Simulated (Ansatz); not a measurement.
# Mo2CCl2 MXene bilayer (AA) in a perpendicular field, part 2 of 3

What dipole does a perpendicular field induce in the Mo2CCl2 MXene bilayer (AA)? A positive field points along +c.

Ansatz 0.2.0; plane-wave DFT, PBE-D3(BJ), Ansatz PAW.

So far. Step 2 (Relaxation): The lattice constant a goes from 3.025 to 3.332 Å.

## Step 3: Single point, field 0

A sawtooth potential applies the field, turning back in the middle of the vacuum. With the dipole correction the typed value is the field outside the slab. The induced dipole is small, so the SCF threshold is tight.

The cell differs from the one that the last finished run ended in (c 59.994 → 31.818 Å).

File input.yaml:

```yaml
crystal:
  lattice:
    - [3.3315093845, 0.0, 0.0]
    - [-1.6657546922, 2.8851717599, 0.0]
    - [0.0, 0.0, 31.8176959176]
  atoms:
    - { symbol: Cl, position: [0.3333333333, 0.6666666667, 0.2828614625] }
    - { symbol: Mo, position: [0.6666666667, 0.3333333333, 0.3385363612] }
    - { symbol: C, position: [0.0, 0.0, 0.3677302663] }
    - { symbol: Mo, position: [0.3333333333, 0.6666666667, 0.3971363794] }
    - { symbol: Cl, position: [0.6666666667, 0.3333333333, 0.4525198021] }
    - { symbol: Cl, position: [0.3333333333, 0.6666666667, 0.5474801979] }
    - { symbol: Mo, position: [0.6666666667, 0.3333333333, 0.6028636206] }
    - { symbol: C, position: [0.0, 0.0, 0.6322697337] }
    - { symbol: Mo, position: [0.3333333333, 0.6666666667, 0.6614636388] }
    - { symbol: Cl, position: [0.6666666667, 0.3333333333, 0.7171385375] }
kpoints:
  mp_grid: { grid: [18, 18, 1] }
  band_path:
    path: [[0, 0, 0], [0.5, 0, 0], [0.33333333, 0.33333333, 0], [0, 0, 0]]
    npoints: 16
hamiltonian:
  xc: pbe
  dispersion: d3bj
scf:
  occupations: { method: fermi_dirac, width: 0.02585 }
  convergence: { dr2_threshold: 1.0e-10 }
efield:
  axis: 3
  dipole_correction: true
  ramp_position: 0.97
  ramp_width: 0.06
  amplitude: 0
output:
  dos: { projected: true, e_range: [-6, 5] }
  bader: true
  write_potential: true
  write_density: true
  volumetric_format: npy
  elf: true
```

The run is started by

```bash
$ ansatz run input.yaml --threads 4 --pin off --max-ram 6144MiB --backend cpu --events-out ev --progress --plain --runs-dir out
```

Numbers of over 12 decimals in the logs are rounded to 6 here.

What it wrote:

```text
[...]
Crystal: 10 atoms, lattice volume = 305.831 Å³
Basis set: ecut = 420 eV, 6059 PW (Γ)
Bands: 56, of which v1, the nominal top of the filled ones, is band 46 counted from 1 (45 counted from 0)
Symmetry: 6 space group operations
k-points: 37 of 324 (time reversal used)
[...]
SCF iter   1: F=—  HF=-24651.623419 eV  |F-HF|=—  |Δ(HF+E_count)|=         —  Δρ=1.10e-2  dr2=1.14e0  ethr=1.77e-3  p=0.000 e·Å  D=2.89e-13 V/Å  ΔV_dip=-0.00 eV  dr2_dipole=7.58e-8  V_vac-E_F(+/−)=5.78/5.78 eV  ⟨swp⟩=9.4  Hψ=10381  notcnv=0  defer=8
efield: sawtooth ramp at fractional position 0.9700 (set: `efield.ramp_position`, or a place that a band, a saddle search or an elastic batch's reference lends), width 0.0600; the density the first Hamiltonian is built on has a dipole p = 0.000 e·Å; the dipole correction subtracts the counter field D = 2.89e-13 V/Å, which shifts the + side's vacuum level by -0.00 eV against the − side's; the planar-averaged density in the ramp window peaks in size at 1.3e-5 e/Å³
[...]
SCF iter   2: F=—  HF=-24652.670324 eV  |F-HF|=—  |Δ(HF+E_count)|=    1.05e0  Δρ=3.06e-2  dr2=2.10e1  ethr=1.24e-3  p=0.000 e·Å  D=2.31e-4 V/Å  ΔV_dip=-0.01 eV  dr2_dipole=2.44e-5  V_vac-E_F(+/−)=2.35/2.35 eV  ⟨swp⟩=4.0  Hψ=4092  notcnv=0  defer=77  recentre
[...]
SCF iter  13: F=-24651.484404 eV  HF=-24651.484404 eV  |F-HF|=6.18e-11  |Δ(HF+E_count)|=  9.46e-11  Δρ=6.54e-8  dr2=3.15e-11  ethr=1.00e-12  p=-0.000 e·Å  D=-8.08e-9 V/Å  ΔV_dip=0.00 eV  dr2_dipole=4.60e-12  V_vac-E_F(+/−)=4.43/4.43 eV  ⟨swp⟩=11.3  Hψ=5638  notcnv=0
SCF 1 converged in 13 iterations: F = -24651.484404 eV  dr2 = 3.15e-11
[...]
NSCF: frozen V_eff on 49 k-points
efield: sawtooth ramp at fractional position 0.9700 (kept from the solve that this one continues, or follows in the run), width 0.0600; the density the first Hamiltonian is built on has a dipole p = -0.000 e·Å; the dipole correction subtracts the counter field D = -8.08e-9 V/Å, which shifts the + side's vacuum level by +0.00 eV against the − side's; the planar-averaged density in the ramp window peaks in size at 3.9e-6 e/Å³
WARN: The output density's exchange-correlation potential varies sharply where the density is thin. Do not read a vacuum level from v_tot or v_xc, or from such a field of the output density. On a cell that repeats whose density bears no net charge and no dipole along the vacuum's axis use v_es (v_loc + v_h of the components); under efield.dipole_correction with no amplitude use v_es + v_field, which holds any externa [...]
SCF converged after 13 iterations
Free energy (F): -24651.484404 eV
[...]
Internal energy: -24651.477652 eV  (E = F + TS)
E sigma→0 (E₀):  -24651.481028 eV
Entropy (-TS):   -0.006751 eV (-0.675 meV/atom)
Fermi energy:    4.553221 eV
Dipole field:    D = -0.000002 V/Å  (p = -0.000004 e·Å, saw-weighted, corrected)
Work function:   Φ+ = 4.4307 eV   Φ− = 4.4306 eV
Levels:          The Fermi level and band energies are counted from a zero that moves with the ramp; work functions are not
[...]
--- Band table (eV; the first three rows and the last of 37) ---
  k-point 0: bands = [... 42 lower, 1.5371, 1.5371, 4.4195, 4.4281, 5.0762, 5.0762, 5.0937, 5.0937, ... 6 higher]
  k-point 1: bands = [... 42 lower, 1.7388, 1.7549, 4.3940, 4.3991, 4.9613, 4.9704, 5.0790, 5.0988, ... 6 higher]
  k-point 2: bands = [... 42 lower, 1.9904, 2.0089, 4.2984, 4.3084, 4.7514, 4.7942, 5.0862, 5.1114, ... 6 higher]
  k-point 36: bands = [... 42 lower, 2.9006, 2.9006, 2.9306, 2.9306, 5.5027, 5.5027, 5.5178, 5.5178, ... 6 higher]
--- Bader charges: 10 sites ---
  site symbol  charge [e]  shift [e]
     0     Cl     -0.5669     0.0003
     1     Mo      1.2590     0.0002
     2      C     -1.3814     0.0001
     3     Mo      1.2556     0.0002
     4     Cl     -0.5664     0.0003
     5     Cl     -0.5664     0.0003
     6     Mo      1.2556     0.0002
     7      C     -1.3813     0.0001
     8     Mo      1.2590     0.0002
     9     Cl     -0.5668     0.0003
  estimated error of the sums over rays = 8.6e-4 e
```

The job ended after 31 s (4 threads of Intel Xeon 6975P-C (Granite Rapids), shared host; peak memory 1.2 GiB).

The column dr2 measures how far the density is from self-consistency, as an energy; F and HF (Harris–Foulkes) agree once it is small.

This step gave:

```yaml
energy_at_zero_smearing: -24651.4810 eV
work_function_upper_face: 4.431 eV
dipole_along_the_normal: -3.96e-6 e·Å
```

Running mean over a fixed 2.5 Å (it still follows the layers) of the planar mean; the ramp of the sawtooth is left out. Electron's electrostatic potential energy less the Fermi level against z:

```csv
z (Å),electron's electrostatic potential energy less the Fermi level (eV)
4,4.43
5,4.43
6,4.42
7,3.99
8,-0.106
9,-4.23
10,-10.5
11,-13.4
12,-15.2
13,-11.5
14,-7.15
15,-1.98
16,0.392
17,-2.54
18,-8.48
19,-11.9
20,-15.7
21,-12.6
22,-9.74
23,-3.29
24,0.824
25,4.20
26,4.42
27,4.43
28,4.43
```

The density of states has structure finer than the step of the table below, so its rows give means over 0.2 eV, whole bins alone (the curve runs from -6 to 0.84 eV). Peaks (eV: height): -5.92: 18.1, -5.78: 13.4, -5.34: 13.4, -4.62: 17.6, -4.32: 22.3, -3.99: 18.9, 0.56: 35.7.

Density of states against energy, zero at the Fermi level; means over each step:

```csv
energy (eV),density of states (states/eV a cell)
-5.8,8.82
-5.6,7.10
-5.4,10.8
-5.2,5.61
-5.0,7.75
-4.8,11.9
-4.6,14.6
-4.4,14.2
-4.2,13.0
-4.0,13.3
-3.8,3.15
-3.6,2.61
-3.4,2.93
-3.2,3.13
-3.0,4.27
-2.8,5.71
-2.6,2.30
-2.4,2.26
-2.2,2.57
-2.0,3.31
-1.8,3.06
-1.6,2.83
-1.4,2.29
-1.2,2.16
-1.0,2.03
-0.8,1.45
-0.6,2.39
-0.4,6.39
-0.2,8.01
0.0,2.86
0.2,4.87
0.4,6.13
0.6,19.5
```

Projected DOS per atom over height of the atomic layer and energy from the Fermi level. Layers: Cl Mo C Mo Cl Cl Mo C Mo Cl from below.

Values in states/eV, 22 rows by 10 columns, each cell a mean:
```
0.34 2.93 0.03 2.95 0.35 0.35 2.95 0.03 2.93 0.34
0.27 1.54 0.06 1.58 0.27 0.27 1.58 0.06 1.54 0.27
0.14 0.72 0.09 0.70 0.14 0.14 0.70 0.09 0.72 0.14
0.18 1.64 0.19 1.63 0.17 0.17 1.63 0.19 1.64 0.18
0.10 0.64 0.08 0.65 0.10 0.10 0.65 0.08 0.64 0.10
0.03 0.37 0.04 0.37 0.03 0.03 0.37 0.04 0.37 0.03
0.07 0.45 0.04 0.45 0.06 0.06 0.45 0.04 0.45 0.07
0.10 0.50 0.04 0.50 0.10 0.10 0.50 0.04 0.50 0.10
0.16 0.63 0.03 0.64 0.16 0.16 0.64 0.03 0.63 0.16
0.14 0.57 0.03 0.58 0.13 0.13 0.58 0.03 0.57 0.14
0.13 0.42 0.05 0.42 0.12 0.12 0.42 0.05 0.42 0.13
0.31 0.72 0.13 0.73 0.30 0.30 0.73 0.13 0.72 0.31
0.27 0.66 0.14 0.67 0.26 0.26 0.67 0.14 0.66 0.27
0.25 0.44 0.11 0.44 0.22 0.22 0.44 0.11 0.44 0.25
0.31 0.31 0.08 0.30 0.25 0.25 0.30 0.08 0.31 0.31
1.13 0.81 1.57 0.80 1.23 1.23 0.80 1.57 0.81 1.13
1.86 0.97 1.16 0.97 1.60 1.60 0.97 1.16 0.97 1.86
2.20 0.85 0.95 0.82 2.21 2.21 0.82 0.95 0.85 2.20
1.44 0.65 0.98 0.69 1.29 1.29 0.69 0.98 0.65 1.44
1.09 0.41 0.42 0.40 1.17 1.17 0.40 0.42 0.41 1.09
1.30 0.56 0.51 0.54 1.33 1.33 0.54 0.51 0.56 1.30
1.46 0.87 0.80 0.86 1.39 1.39 0.86 0.80 0.87 1.46
```
Columns: height of the atomic layer (Å) from 9 to 22.8 (not evenly spaced); rows upwards: energy from the Fermi level (eV) from -5.96 to 0.79.

Electronic bands along the path, in eV, zero at the Fermi level:

```csv
point,band 43,band 44,band 45,band 46,band 47,band 48,band 49,band 50
Γ,-3.02,-3.02,-0.13,-0.13,0.52,0.52,0.54,0.54
halfway,-1.88,-1.86,-0.64,-0.54,0.13,0.27,0.57,0.60
M,-0.78,-0.77,-0.02,0.00,0.44,0.50,0.52,0.54
halfway,-1.20,-1.20,-0.66,-0.64,0.76,0.77,0.79,0.80
K,-1.65,-1.65,-1.62,-1.62,0.95,0.95,0.96,0.96
halfway,-2.22,-2.19,-0.15,-0.13,0.12,0.22,0.43,0.56
Γ,-3.02,-3.02,-0.13,-0.13,0.52,0.52,0.54,0.54
```

Valence density in the ca plane at fractional y = 0.333, with atoms of Mo and Cl within 0.2 Å of it. It is the smooth field of the valence electrons, not physical close to the nuclei.

Ten steps, logarithmic in the rise over the least value, from '0' (0.0 e/Å³) to '9' (6.5 e/Å³), each cell a mean:
```
00000000000001123334676443333456532101233346
00000000000000112247998643234676653100122368
00000000000000011258999743234664763100112479
00000000000000011258999643234666753100112479
00000000000000122336887543334566642101222357
00000000000001233333455444433444421012333334
00000000000001344432334455543222210012444333
00000000000001344432234455543221110012444332
00000000000001234433344444443333211012344333
```
Columns run along c (16.0 Å, from fractional 0.10 to 0.60 of the cell), rows up along a (3.3 Å). Atoms in or near the plane, at fractional coordinates: Mo at (0.34, 0.67), Cl at (0.45, 0.67), Mo at (0.60, 0.67).

ELF in the ca plane at fractional y = 0.333, with atoms of Mo and Cl within 0.2 Å of it. It is the smooth field of the valence electrons, not physical close to the nuclei.

Ten even steps from '0' (0.00) to '9' (0.88), each cell a mean:
```
00000000000000000234431255333211489998300245
00000000000000000001112687633212798899610011
00000000000000000000014865853213785599810000
00000000000000000000114776743213797799710001
00000000000000000123321477423212599999500123
00000000000000001456652123343221268875101467
00000000000000013688874113453332112321003788
00000000000000013689984223553333111100004789
00000000000000002578873112454221135653002688
```
Columns run along c (16.0 Å, from fractional 0.06 to 0.56 of the cell), rows up along a (3.3 Å). Atoms in or near the plane, at fractional coordinates: Mo at (0.34, 0.67), Cl at (0.45, 0.67).

Electrostatic potential energy in the ca plane at fractional y = 0.333, with atoms of Mo and Cl within 0.2 Å of it. With pseudopotentials it is smooth inside the atoms' cores, unlike the true potential.

Ten even steps from '0' (-54 eV) to '9' (9 eV), each cell a mean:
```
99999999999999999987546888888876799999999875
99999999999999999973001589998621379999999840
99999999999999999861000489998400169999999730
99999999999999999872000589998410279999999730
99999999999999999985213789898754689999999863
99999999999999999988767888888888999999999987
99999999999999988899988887678999999999988999
99999999999999988899999887678999999999888999
99999999999999998998888887788999999999989988
```
Columns run along c (16.0 Å, from fractional 0.10 to 0.60 of the cell; values clipped at the 3rd and 97th percentile), rows up along a (3.3 Å). Atoms in or near the plane, at fractional coordinates: Mo at (0.34, 0.67), Cl at (0.45, 0.67), Mo at (0.60, 0.67).

The work function of the upper face is 4.43 eV.

## Step 4: Single point, field 0.05 V/Å

input.yaml, as its differences from that of step 3:

```diff
@@ -32,6 +32,4 @@
   ramp_width: 0.06
-  amplitude: 0
+  amplitude: 0.05
 output:
-  dos: { projected: true, e_range: [-6, 5] }
-  bader: true
   write_potential: true
@@ -39,2 +37 @@
   volumetric_format: npy
-  elf: true
```

What it wrote:

```text
[...]
Crystal: 10 atoms, lattice volume = 305.831 Å³
Basis set: ecut = 420 eV, 6059 PW (Γ)
Bands: 56, of which v1, the nominal top of the filled ones, is band 46 counted from 1 (45 counted from 0)
Symmetry: 6 space group operations
k-points: 37 of 324 (time reversal used)
[...]
k-point 0: bands = [... 42 lower, 1.5380, 1.5380, 4.4190, 4.4285, 5.0758, 5.0758, 5.0939, 5.0939, ... 6 higher]
  k-point 1: bands = [... 42 lower, 1.7382, 1.7553, 4.3933, 4.3996, 4.9605, 4.9710, 5.0787, 5.0991, ... 6 higher]
  k-point 2: bands = [... 42 lower, 1.9900, 2.0093, 4.2979, 4.3087, 4.7512, 4.7943, 5.0859, 5.1116, ... 6 higher]
  k-point 36: bands = [... 42 lower, 2.8997, 2.9010, 2.9297, 2.9318, 5.5013, 5.5038, 5.5170, 5.5187, ... 6 higher]
[key lines of the parts left out:]
SCF converged after 15 iterations
Free energy (F): -24651.485418 eV
Fermi energy:    4.553130 eV
Dipole field:    D = 0.023999 V/Å  (p = 0.040561 e·Å, saw-weighted, corrected)
```

The job ended after 23 s (4 threads; peak memory 1.1 GiB; 89 s of CPU time).

The dipole is 0.0406 e·Å.

## Step 5: Single point, field -0.05 V/Å

input.yaml, as its differences from that of step 4:

```diff
@@ -32,3 +32,3 @@
   ramp_width: 0.06
-  amplitude: 0.05
+  amplitude: -0.05
 output:
```

What it wrote:

```text
[...]
Crystal: 10 atoms, lattice volume = 305.831 Å³
Basis set: ecut = 420 eV, 6059 PW (Γ)
Bands: 56, of which v1, the nominal top of the filled ones, is band 46 counted from 1 (45 counted from 0)
Symmetry: 6 space group operations
k-points: 37 of 324 (time reversal used)
[...]
k-point 0: bands = [... 42 lower, 1.5380, 1.5380, 4.4190, 4.4285, 5.0758, 5.0758, 5.0939, 5.0939, ... 6 higher]
  k-point 1: bands = [... 42 lower, 1.7382, 1.7553, 4.3933, 4.3996, 4.9605, 4.9710, 5.0787, 5.0991, ... 6 higher]
  k-point 2: bands = [... 42 lower, 1.9900, 2.0093, 4.2979, 4.3087, 4.7512, 4.7943, 5.0859, 5.1116, ... 6 higher]
  k-point 36: bands = [... 42 lower, 2.8997, 2.9010, 2.9297, 2.9318, 5.5013, 5.5038, 5.5170, 5.5187, ... 6 higher]
[key lines of the parts left out:]
SCF converged after 15 iterations
Free energy (F): -24651.485418 eV
Fermi energy:    4.553130 eV
Dipole field:    D = -0.023999 V/Å  (p = -0.040562 e·Å, saw-weighted, corrected)
```

It took 22 s on 4 threads; peak memory 1.1 GiB.

The dipole is -0.0406 e·Å.

## Step 6: Atoms held, field 0.1 V/Å

input.yaml, as its differences from that of step 5:

```diff
@@ -32,3 +32,3 @@
   ramp_width: 0.06
-  amplitude: -0.05
+  amplitude: 0.1
 output:
```

What it wrote:

```text
[...]
Crystal: 10 atoms, lattice volume = 305.831 Å³
Basis set: ecut = 420 eV, 6059 PW (Γ)
Bands: 56, of which v1, the nominal top of the filled ones, is band 46 counted from 1 (45 counted from 0)
Symmetry: 6 space group operations
k-points: 37 of 324 (time reversal used)
[...]
k-point 0: bands = [... 42 lower, 1.5392, 1.5392, 4.4178, 4.4292, 5.0747, 5.0747, 5.0947, 5.0947, ... 6 higher]
  k-point 1: bands = [... 42 lower, 1.7368, 1.7564, 4.3917, 4.4008, 4.9587, 4.9724, 5.0776, 5.0997, ... 6 higher]
  k-point 2: bands = [... 42 lower, 1.9887, 2.0102, 4.2967, 4.3095, 4.7505, 4.7946, 5.0850, 5.1120, ... 6 higher]
  k-point 36: bands = [... 42 lower, 2.8983, 2.9010, 2.9289, 2.9332, 5.4995, 5.5042, 5.5165, 5.5196, ... 6 higher]
[key lines of the parts left out:]
SCF converged after 15 iterations
Free energy (F): -24651.488460 eV
Fermi energy:    4.552853 eV
Dipole field:    D = 0.047999 V/Å  (p = 0.081124 e·Å, saw-weighted, corrected)
```

Elapsed: 18 s, on 4 threads; peak memory 1.1 GiB; 71 s of CPU time.

The dipole is 0.0811 e·Å.

## Step 7: Single point, field 0.2 V/Å

input.yaml, as its differences from that of step 6:

```diff
@@ -32,3 +32,3 @@
   ramp_width: 0.06
-  amplitude: 0.1
+  amplitude: 0.2
 output:
```

What it wrote:

```text
[...]
Crystal: 10 atoms, lattice volume = 305.831 Å³
Basis set: ecut = 420 eV, 6059 PW (Γ)
Bands: 56, of which v1, the nominal top of the filled ones, is band 46 counted from 1 (45 counted from 0)
Symmetry: 6 space group operations
k-points: 37 of 324 (time reversal used)
[...]
k-point 0: bands = [... 42 lower, 1.5411, 1.5411, 4.4141, 4.4312, 5.0707, 5.0707, 5.0969, 5.0969, ... 6 higher]
  k-point 1: bands = [... 42 lower, 1.7321, 1.7597, 4.3875, 4.4032, 4.9536, 4.9758, 5.0739, 5.1017, ... 6 higher]
  k-point 2: bands = [... 42 lower, 1.9844, 2.0129, 4.2929, 4.3115, 4.7477, 4.7956, 5.0818, 5.1135, ... 6 higher]
  k-point 36: bands = [... 42 lower, 2.8942, 2.8996, 2.9279, 2.9364, 5.4951, 5.5032, 5.5166, 5.5214, ... 6 higher]
[key lines of the parts left out:]
SCF converged after 15 iterations
Free energy (F): -24651.500630 eV
Fermi energy:    4.551752 eV
Dipole field:    D = 0.096007 V/Å  (p = 0.162264 e·Å, saw-weighted, corrected)
```

Run time: 18 s. Hardware: 4 threads; peak memory 1.1 GiB; 70 s of CPU time.

The dipole is 0.162 e·Å.

## Step 8: Single point, field 0.3 V/Å

input.yaml, as its differences from that of step 7:

```diff
@@ -32,4 +32,6 @@
   ramp_width: 0.06
-  amplitude: 0.2
+  amplitude: 0.3
 output:
+  dos: { projected: true, e_range: [-6, 5] }
+  bader: true
   write_potential: true
@@ -37 +39,2 @@
   volumetric_format: npy
+  elf: true
```

What it wrote:

```text
[...]
Crystal: 10 atoms, lattice volume = 305.831 Å³
Basis set: ecut = 420 eV, 6059 PW (Γ)
Bands: 56, of which v1, the nominal top of the filled ones, is band 46 counted from 1 (45 counted from 0)
Symmetry: 6 space group operations
k-points: 37 of 324 (time reversal used)
[...]
--- Bader charges: 10 sites ---
  site symbol  charge [e]  shift [e]
     0     Cl     -0.5784     0.0003
     1     Mo      1.2538     0.0002
     2      C     -1.3810     0.0001
     3     Mo      1.2563     0.0002
     4     Cl     -0.5659     0.0003
     5     Cl     -0.5669     0.0003
     6     Mo      1.2550     0.0002
     7      C     -1.3818     0.0001
     8     Mo      1.2642     0.0002
     9     Cl     -0.5553     0.0003
  estimated error of the sums over rays = 9.1e-4 e
[key lines of the parts left out:]
SCF converged after 15 iterations
Free energy (F): -24651.520915 eV
Fermi energy:    4.549917 eV
Dipole field:    D = 0.144033 V/Å  (p = 0.243435 e·Å, saw-weighted, corrected)
```

Run time: 33 s. Hardware: 4 threads; peak memory 1.1 GiB; 2.1 min of CPU time.

The dipole is 0.243 e·Å.

(Part 2 of 3 ends here.)

[Logs are printed without paths, hosts, clocks, repeated set-up lines and the standing remarks that a program may print on its own settings, such as how far it seeks lower states.]

[Hosts, paths, dates, database ids (printed as entryN), source tags and the programs' standing remarks are cut or masked in the printed files.]

[Maps of the electrostatic potential energy from Ansatz leave out the sawtooth potential of an applied field or a dipole correction, so their vacuum need not be flat; planar profiles and work functions include it.]

[The density of states shown here was stored with 400 of the rows of the run's finer table, so its peaks can read low, often by over a quarter, or be missed, and its means over a window can be off by a tenth or more.]
